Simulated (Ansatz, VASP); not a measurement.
## One calculation of B, two programs

INCAR

```
ALGO = Normal ; EDIFF = 1E-7
EDIFFG = -0.01 ; ENCUT = 600
GGA = PE ; IBRION = 2
ISIF = 3 ; ISMEAR = 0
LASPH = T ; LCHARG = F
LREAL = F ; LWAVE = F
NELM = 100 ; NSW = 100
PREC = Accurate ; SIGMA = 0.1
```

File KPOINTS:

```
k-points
0
Gamma
  28 28 28
```

File POSCAR:

```
B
1.0
    1.8896775233      0.0000000000      0.0000000000
    0.0000000000      1.8896775233      0.0000000000
    0.0000000000      0.0000000000      1.8896775233
B
1
Direct
    0.0000000000      0.0000000000      0.0000000000
```

Input for Ansatz:

```yaml
crystal:
  lattice:
    - [1.8896775233, 0.0, 0.0]
    - [0.0, 1.8896775233, 0.0]
    - [0.0, 0.0, 1.8896775233]
  atoms:
    - { symbol: B, position: [0.0, 0.0, 0.0] }
basis:
  ecutwfc: 420
kpoints:
  mp_grid: { grid: [28, 28, 28] }
hamiltonian:
  xc: pbe
scf:
  occupations: { method: gaussian, width: 0.1 }
output:
  forces: true
  stress: true
  eigenvalues: true
relax:
  adjacent_minimum: "off"
  f_tol: 0.01
  max_steps: 80
  cell: { stress_tol: 0.05 }
```

Alike in both runs: task relaxation of cell and atoms; functional PBE; k mesh 28 × 28 × 28; occupations gaussian, width 0.1 eV; no spin polarisation.

```csv
,VASP,Ansatz
version,VASP 6.6.1,Ansatz 0.2.0
potentials or method,"VASP PAW PBE potentials, release 64 (B)","scalar-relativistic, plane waves, PAW"
plane-wave cutoff (eV),600,420
valence electrons in the cell,3,3
```

|  | VASP | Ansatz | Ansatz less VASP |
| --- | --- | --- | --- |
| gap on the k mesh at the Fermi level, each at its own relaxed structure (eV) | none | none | - |
| relaxed volume (Å³/atom) | 6.70 | 6.70 | 0.000 |
| relaxed cell length with the largest relative difference (Å) | 1.885 | 1.885 | 0.0000 |

A gap of «none» marks a metal or a gap that the smearing closes.
